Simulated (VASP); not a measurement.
# BAs in VASP: relaxation of cell and atoms with revPBE+D3(BJ)

Aim: the relaxation of cell and atoms of BAs with revPBE+D3(BJ).

All numbers are computed with VASP 6.6.1; they aren't measurements. Logs are shortened: lines on timing, memory, paths and dates and some standing lists are left out, and cuts for length are marked.

**1. The structure**

The cell holds a sheet with vacuum, 2 atoms: a = 3.380 Å, b = 3.380 Å, c = 16.000 Å, α = 90.00°, β = 90.00°, γ = 120.00°.

The cell was built by a generator and needn't be a form met in nature.

**2. Relaxation of cell and atoms, revPBE+D3(BJ)**

Input file INCAR:

```
PREC = Accurate
ENCUT = 600
EDIFF = 1E-6
ISMEAR = 0
SIGMA = 0.03
LREAL = F
LASPH = T
NELM = 120
ALGO = Normal
ISIF = 3
LWAVE = F
LCHARG = F
GGA = RE
IVDW = 12
IBRION = 2
NSW = 40
EDIFFG = -0.005
LATTICE_CONSTRAINTS = .TRUE. .TRUE. .FALSE.
KPAR = 2
```

Input file KPOINTS:

```
Automatic mesh
0
Gamma
  12 12 1
```

Input file POSCAR:

```
BAs
1.0
    3.3800000000      0.0000000000      0.0000000000
   -1.6900000000      2.9271658600      0.0000000000
    0.0000000000      0.0000000000     16.0000000000
B As
1 1
Direct
    0.3333330000      0.6666670000      0.5000000000
    0.6666670000      0.3333330000      0.5000000000
```

Potentials or basis: VASP PAW PBE potentials, release 64 (B, As).

Command:

```console
cat potpaw_PBE.64/B/POTCAR potpaw_PBE.64/As/POTCAR > POTCAR
mpirun -np 2 vasp_std > vasp.out
```

OUTCAR:

```text
PREC = Accurate
   ENCUT = 600
   EDIFF = 1E-6
   ISMEAR = 0
   LREAL = F
   LASPH = T
   NELM = 120
   ISIF = 3
   GGA = RE
   IVDW = 12
   IBRION = 2
   NSW = 40
   EDIFFG = -0.005
 IVDW          = 12

 ion  position               nearest neighbor table
   1  0.333  0.667  0.500-   2 1.95   2 1.95   2 1.95
   2  0.667  0.333  0.500-   1 1.95   1 1.95   1 1.95

  LATTYP: Found a hexagonal cell.
 ALAT       =     3.3800000000
 C/A-ratio  =     4.7337278107

  Lattice vectors:

 A1 = (   3.3800000000,   0.0000000000,   0.0000000000)
 A2 = (  -1.6900000000,   2.9271658600,   0.0000000000)
 A3 = (   0.0000000000,   0.0000000000,  16.0000000000)

Analysis of symmetry for initial positions (statically):
=====================================================================
 Subroutine PRICEL returns:
 Original cell was already a primitive cell.

 Routine SETGRP: Setting up the symmetry group for a
 hexagonal supercell.

 Subroutine GETGRP returns: Found 12 space group operations
 (whereof 12 operations were pure point group operations)
 out of a pool of 24 trial point group operations.

The static configuration has the point symmetry D_3h.

Analysis of symmetry for dynamics (positions and initial velocities):
=====================================================================
 Subroutine PRICEL returns:
 Original cell was already a primitive cell.

 Routine SETGRP: Setting up the symmetry group for a
 hexagonal supercell.

 Subroutine GETGRP returns: Found 12 space group operations
 (whereof 12 operations were pure point group operations)
 out of a pool of 24 trial point group operations.

The dynamic configuration has the point symmetry D_3h.

 Subroutine INISYM returns: Found 12 space group operations
 (whereof 12 operations are pure point group operations),
 and found     1 'primitive' translations

----------------------------------------------------------------------------------------

                                     Primitive cell

  volume of cell :     158.3011

  direct lattice vectors                    reciprocal lattice vectors
     3.380000000  0.000000000  0.000000000     0.295857988  0.170813689  0.000000000
    -1.690000000  2.927165860  0.000000000     0.000000000  0.341627379  0.000000000
     0.000000000  0.000000000 16.000000000     0.000000000  0.000000000  0.062500000

  length of vectors
     3.380000000  3.379999996 16.000000000     0.341627378  0.341627379  0.062500000

  position of ions in fractional coordinates (direct lattice)
     0.333333000  0.666667000  0.500000000
     0.666667000  0.333333000  0.500000000

  ion indices of the primitive-cell ions
   primitive index   ion index
                 1           1
                 2           2

----------------------------------------------------------------------------------------

 KPOINTS: Automatic mesh

Automatic generation of k-mesh.
 Grid dimensions read from file:
 generate k-points for:   12   12    1

 Generating k-lattice:

  Cartesian coordinates                     Fractional coordinates (reciprocal lattice)
     0.024654832  0.014234474  0.000000000     0.083333333  0.000000000  0.000000000
     0.000000000  0.028468948  0.000000000     0.000000000  0.083333333  0.000000000
     0.000000000  0.000000000  0.062500000     0.000000000  0.000000000  1.000000000

  Length of vectors
     0.028468948  0.028468948  0.062500000

  Shift w.r.t. Gamma in fractional coordinates (k-lattice)
     0.000000000  0.000000000  0.000000000

 Subroutine IBZKPT returns following result:
 ===========================================

 Found     19 irreducible k-points:

 Following reciprocal coordinates:
            Coordinates               Weight
  0.000000  0.000000  0.000000      1.000000
  0.083333  0.000000  0.000000      6.000000
  0.166667  0.000000  0.000000      6.000000
  0.250000  0.000000  0.000000      6.000000
  0.333333  0.000000  0.000000      6.000000
  0.416667 -0.000000  0.000000      6.000000
[... 11 lines left out ...]
  0.333333  0.250000  0.000000     12.000000
  0.333333  0.333333  0.000000      2.000000
   k-points           NKPTS =     19   k-points in BZ     NKDIM =     19   number of bands    NBANDS=      8
   number of dos      NEDOS =    301   number of ions     NIONS =      2
   total plane-waves  NPLWV = 100352
   dimension x,y,z NGX =    28 NGY =   28 NGZ =  128
   dimension x,y,z NGXF=    56 NGYF=   56 NGZF=  256
   ions per type =               1   1
   NGX,Y,Z   is equivalent  to a cutoff of  13.77, 13.77, 13.30 a.u.
   NGXF,Y,Z  is equivalent  to a cutoff of  27.54, 27.54, 26.60 a.u.
 SYSTEM =  unknown system
   PREC   = accura    normal or accurate (medium, high low for compatibility)
   ISTART =      0    job   : 0-new  1-cont  2-samecut
   ICHARG =      2    charge: 1-file 2-atom 10-const
   ISPIN  =      1    spin polarized calculation?
   LNONCOLLINEAR =      F non collinear calculations
   LSORBIT =      F    spin-orbit coupling
   LASPH  =      T    aspherical Exc in radial PAW
   ENCUT  =  600.0 eV  44.10 Ry    6.64 a.u.   6.75  6.75 31.96*2*pi/ulx,y,z
   NELM   =    120;   NELMIN=  2; NELMDL= -5     # of ELM steps
   EDIFF  = 0.1E-05   stopping-criterion for ELM
   LREAL  =      F    real-space projection
   EDIFFG = -.5E-02   stopping-criterion for IOM
   NSW    =     40    number of steps for IOM
   IBRION =      2    ionic relax: 0-MD 1-quasi-New 2-CG
   NFREE  =      1    steps in history (QN), initial steepest desc. (CG)
   ISIF   =      3    stress and relaxation
   ISYM   =      2    0-nonsym 1-usesym 2-fastsym
   POTIM  = 0.5000    time-step for ionic-motion
   TEBEG  =    0.0;   TEEND  =   0.0 temperature during run
   PSTRESS=    0.0 pullay stress
   NELECT =       8.0000    total number of electrons
   NUPDOWN=      -1.0000    fix difference up-down
   EMIN   =  10.00;   EMAX   =-10.00  energy-range for DOS
   EFERMI =   0.00;   METHOD = LEGACY
   ISMEAR =     0;   SIGMA  =   0.03  broadening in eV -4-tet -1-fermi 0-gaus
   EFERMI_NEDOS =   21; number of points for ismear=-14 and -15
   IALGO  =     38    algorithm
   IMIX   =      4    mixing-type and parameters
     AMIX     =   0.40;   BMIX     =  1.00
     AMIX_MAG =   1.60;   BMIX_MAG =  1.00
  volume/ion in A,a.u.               =      79.15       534.13
  Fermi-wavevector in a.u.,A,eV,Ry     =   0.605262  1.143780  4.984389  0.366342
  Thomas-Fermi vector in A             =   1.658921
   LORBIT       =      0    0 simple, 1 ext, 2 COOP (PROOUT), +10 PAW based schemes
   GGA     = RE    functional components
   LHFCALC =     F    Hartree Fock is set to
   AEXX    =    0.0000 exact exchange contribution
   IVDW    =    12    specifies the selected vdW correction
   LEPSILON=     F    determine dielectric tensor
   LRPA    =     F    only Hartree local field effects (RPA)
 conjugate gradient relaxation of ions
 non-spin polarized calculation
 Gauss-broadening in eV      SIGMA  =   0.03
  energy-cutoff  :      600.00
  volume of cell :      158.30
 maximum number of plane-waves:      5302
 NGX is ok and might be reduce to    28
   NGX = 13   NGY = 13   NGZ = 63

--------------------------------------- Ionic step        1  -------------------------------------------

 number of electron       8.0000000 magnetization

 Free energy of the ion-electron system (eV)
  ---------------------------------------------------
  ext. energy  EPLUGINS =         0.00000000
  ---------------------------------------------------
  free energy    TOTEN  =       -10.20364503 eV

  energy without entropy =      -10.20364503  energy(sigma->0) =      -10.20364503

------------------------ aborting loop because EDIFF is reached ----------------------------------------

 Edisp (eV)   -0.54825

 E8    (eV) :    -0.3819

  FORCE on cell =-STRESS in cart. coord.  units (eV):
  Direction    XX          YY          ZZ          XY          YZ          ZX
  --------------------------------------------------------------------------------------
  -------------------------------------------------------------------------------------
  Total       0.19778     0.19778    -0.00825     0.00000    -0.00000    -0.00000
  in kB       2.00173     2.00173    -0.08347     0.00000    -0.00000    -0.00000
  external pressure =        1.31 kB  Pullay stress =        0.00 kB

 VOLUME and BASIS-vectors are now :
 -----------------------------------------------------------------------------
  energy-cutoff  :      600.00
  volume of cell :      158.30
      direct lattice vectors                 reciprocal lattice vectors
     3.380000000  0.000000000  0.000000000     0.295857988  0.170813689  0.000000000
    -1.690000000  2.927165860  0.000000000     0.000000000  0.341627379  0.000000000
     0.000000000  0.000000000 16.000000000     0.000000000  0.000000000  0.062500000
[... 41 lines left out ...]
 POSITION                                       TOTAL-FORCE (eV/Angst)
 -----------------------------------------------------------------------------------
     -0.00000      1.96075      8.00000        -0.000000      0.000000      0.000000
      1.69806      0.98038      8.00000         0.000000      0.000000      0.000000
 -----------------------------------------------------------------------------------
    total drift:                               -0.000130      0.000075      0.000000

  FREE ENERGIE OF THE ION-ELECTRON SYSTEM (eV)
  ---------------------------------------------------
  free  energy   TOTEN  =       -10.7514695977 eV

  energy  without entropy=      -10.7514695977  energy(sigma->0) =      -10.75146960

--------------------------------------- Ionic step        3  -------------------------------------------

 number of electron       8.0000000 magnetization

 Free energy of the ion-electron system (eV)
  ---------------------------------------------------
  ext. energy  EPLUGINS =         0.00000000
  ---------------------------------------------------
  free energy    TOTEN  =       -10.20621082 eV

  energy without entropy =      -10.20621082  energy(sigma->0) =      -10.20621082

 E-fermi :  -2.8252     XC(G=0):  -2.7172

 val. band max:       -2.9963149582   @ k =   0.3333   0.3333   0.0000
 cond. band min:      -2.2288008806   @ k =   0.3333   0.3333   0.0000
 fundamental gap:      0.7675140776
 Fermi energy:        -2.8251870887

 k-point     1 :       0.0000    0.0000    0.0000
  band No.  band energies     occupation
      1     -16.7939      2.00000
      2      -6.8937      2.00000
      3      -4.5137      2.00000
      4      -4.5136      2.00000
      5       0.5809      0.00000
      6       0.7988      0.00000
      7       1.5765      0.00000
      8       1.8187      0.00000

 k-point     2 :       0.0833    0.0000    0.0000
  band No.  band energies     occupation
      1     -16.6977      2.00000
      2      -6.7854      2.00000
      3      -5.1519      2.00000
      4      -4.7235      2.00000
      5       0.7146      0.00000
      6       0.9558      0.00000
      7       1.6938      0.00000
      8       2.0684      0.00000
[... 211 lines left out ...]
 POSITION                                       TOTAL-FORCE (eV/Angst)
 -----------------------------------------------------------------------------------
     -0.00000      1.95521      8.00000         0.000000     -0.000000      0.000000
      1.69326      0.97760      8.00000        -0.000000      0.000000      0.000000
 -----------------------------------------------------------------------------------
    total drift:                               -0.000128      0.000074      0.000000

  FREE ENERGIE OF THE ION-ELECTRON SYSTEM (eV)
  ---------------------------------------------------
  free  energy   TOTEN  =       -10.7522636790 eV

  energy  without entropy=      -10.7522636790  energy(sigma->0) =      -10.75226368

 reached required accuracy - stopping structural energy minimisation
```

Wall time 28 s (2 MPI ranks of Intel Xeon 6975P-C (Granite Rapids), shared host); peak memory 0.33 GiB.

What came out:

```
Free energy                            : -10.7523 eV
Relaxed volume                         : 79.46 Å³/atom
Relaxed cell                           : a = 3.387 Å, b = 3.387 Å, c = 16.000 Å, α = 90.00°, β = 90.00°, γ = 120.00°
Space group after relaxing (to 0.05 Å) : P-6m2 (No. 187)
Energy gained by relaxing              : 0.2 meV/atom
Ionic steps                            : 3
Band gap on the k mesh                 : 0.77 eV, direct
Dispersion energy per atom             : -0.273 eV
```

Step by step:
```csv
step,energy change (eV),largest force (eV/Å),pressure (GPa),volume (Å³)
1,0.0000,0.0000,0.13,158.30
2,0.0004,0.0000,-0.19,159.82
3,-0.0004,0.0000,0.00,158.91
```

Final structure:
```
CELL_PARAMETERS angstrom
3.38652 0.00000 0.00000
-1.69326 2.93281 0.00000
0.00000 0.00000 16.00000
ATOMIC_POSITIONS crystal
B 0.33333 0.66667 0.50000
As 0.66667 0.33333 0.50000
```

Levels at points of the mesh, in eV from the valence-band top:
```csv
k point,band 2,band 3,band 4,band 5,band 6,band 7
"(0.00, 0.00, 0.00)",-3.90,-1.52,-1.52,3.58,3.80,4.57
"(0.50, 0.00, 0.00)",-8.22,-3.57,-1.03,1.47,2.51,7.49
```

Caveat: the PAW data sets were made with another functional, which shifts forces and pressure a little. As with any semilocal functional, this revPBE gap is likely too small.
